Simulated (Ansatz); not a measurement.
**Be, a known structure type with other elements, at an estimated volume**

```
Be
1.0
    -1.27564    1.27564    1.27564
     1.27564   -1.27564    1.27564
     1.27564    1.27564   -1.27564
Be
1
Direct
  0.00000 0.00000 0.00000
```

The numbers come from plane-wave PAW DFT (Ansatz): PBE, no spin polarisation, 420 eV, 18×18×18 Γ-centred k points, fermi-dirac occupations (width 0.1 eV). Nothing was relaxed.

Problem. Metal or insulator?

Solution. It is a metal, with about 0.12 states/eV a cell as the mean within 0.25 eV of the Fermi level.

Problem. What does the stress say?

Solution. The pressure is -6.7 GPa (compression positive), so with the atoms held at these fractions the cell would first shrink.

Origin: a known structure type with other elements, at an estimated volume, so it need not be a known compound.
